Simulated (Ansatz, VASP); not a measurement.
## PbSe (Clausthalite) in VASP and in Ansatz

The input INCAR:

```
  ALGO = Normal
  EDIFF = 1E-6
  EDIFFG = -0.01
  ENCUT = 600
  GGA = PS
  IBRION = 2
  ISIF = 3
  ISMEAR = -1
  IVDW = 12
  LASPH = T
  LCHARG = F
  LREAL = F
  LWAVE = F
  NELM = 60
  NSW = 60
  PREC = Accurate
  SIGMA = 0.05
```

The input KPOINTS:

```
k-points
0
Gamma
  8 8 8
```

Contents of POSCAR:

```
PbSe
1.0
    0.0000000000      3.0606500000      3.0606500000
    3.0606500000      0.0000000000      3.0606500000
    3.0606500000      3.0606500000      0.0000000000
Pb Se
1 1
Direct
    0.0000000000      0.0000000000      0.0000000000
    0.5000000000      0.5000000000      0.5000000000
```

The input input.yaml:

```yaml
crystal:
  lattice:
    - [0.0, 3.06065, 3.06065]
    - [3.06065, 0.0, 3.06065]
    - [3.06065, 3.06065, 0.0]
  atoms:
    - { symbol: Pb, position: [0.0, 0.0, 0.0] }
    - { symbol: Se, position: [0.5, 0.5, 0.5] }
hamiltonian:
  xc: pbesol
  pseudopotentials: { kind: paw }
  dispersion: d3bj
kpoints:
  mp_grid: { grid: [8, 8, 8] }
scf:
  occupations: { method: fermi_dirac, width: 0.05 }
output:
  forces: true
  stress: true
relax:
  f_tol: 0.01
  max_steps: 40
  cell: { stress_tol: 0.05 }
```

Alike in both runs: task relaxation of cell and atoms; functional PBEsol; dispersion D3(BJ); k mesh 8 × 8 × 8; occupations fermi-dirac, width 0.05 eV; no spin polarisation.

|  | VASP | Ansatz |
| --- | --- | --- |
| version | VASP 6.6.1 | Ansatz 0.2.0 |
| potentials or method | VASP PAW PBE potentials, release 64 (Pb_d, Se) | Ansatz PAW |
| plane-wave cutoff (eV) | 600 | 420 |
| valence electrons in the cell | 20 | 30 |

|  | VASP | Ansatz | Ansatz less VASP |
| --- | --- | --- | --- |
| relaxed volume (Å³/atom) | 27.32 | 27.30 | -0.024 |
| relaxed cell length with the largest relative difference (Å) | 4.260 | 4.258 | -0.0013 |
| energy change over the relaxation (meV/atom) | -11 | -11 | -0.4 |

The two sets of potentials don't hold the same shells in valence.

Caveats: the PAW data sets were made with another functional, which shifts forces and pressure a little (VASP); the plane-wave basis is chosen anew once the cell has moved, so the energies of steps on either side of that aren't comparable (Ansatz); the PAW data sets come from PBE, with cores solved anew for the run's functional, which leaves a small shift of forces and pressure (Ansatz). A k mesh can miss the band edges.
